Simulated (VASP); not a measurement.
The system is KBr.

```xyz
16
Lattice="0.0000 6.6000 6.6000 6.6000 0.0000 6.6000 6.6000 6.6000 0.0000" Properties=species:S:1:pos:R:3 pbc="T T T"
K     0.0000    0.0000    0.0000
K     3.3000    3.3000    0.0000
K     3.3000    0.0000    3.3000
K     6.6000    3.3000    3.3000
K     0.0000    3.3000    3.3000
K     3.3000    6.6000    3.3000
K     3.3000    3.3000    6.6000
K     6.6000    6.6000    6.6000
Br    3.3000    3.3000    3.3000
Br    6.6000    6.6000    3.3000
Br    6.6000    3.3000    6.6000
Br    9.9000    6.6000    6.6000
Br    3.3000    6.6000    6.6000
Br    6.6000    9.9000    6.6000
Br    6.6000    6.6000    9.9000
Br    9.9000    9.9000    9.9000
```

```yaml
Program: VASP 6.6.1
Task: phonon dispersion
Functional: PBE
Potentials_or_basis: VASP PAW PBE potentials, release 64 (K_sv, Br)
Cutoff: 520 eV
k_mesh: 2 × 2 × 2
Occupations: gaussian, width 0.03 eV
Spin: no spin polarisation
Long-range_dipole_term: yes
Supercell_matrix: "[2, 0, 0, 0, 2, 0, 0, 0, 2]"
Further_INCAR_settings: LREAL = Auto; ALGO = Normal; EDIFF = 1e-07; IBRION = 6; POTIM = 0.015; NSW = 1
```

Problem. Is this structure dynamically stable at this level, and how far does the spectrum reach?

Solution. Yes, as far as this q mesh shows: no mode on the path is imaginary. The highest frequency is 157 cm⁻¹.

Phonon frequencies at the corners of the path (cm⁻¹, interpolated; i marks imaginary ones):
| point | frequencies |
| --- | --- |
| Γ | 0 0 0 108 108 157 |
| X | 22 22 62 116 116 124 |
| W | 46 46 62 107 122 122 |
| K | 38 54 58 109 120 124 |
| L | 58 58 84 97 97 143 |
| U | 38 54 58 109 120 124 |

A q mesh this small can miss soft modes between its points.

Caveat: the k mesh is coarse (spacing up to 0.41 Å⁻¹), so the values aren't converged.
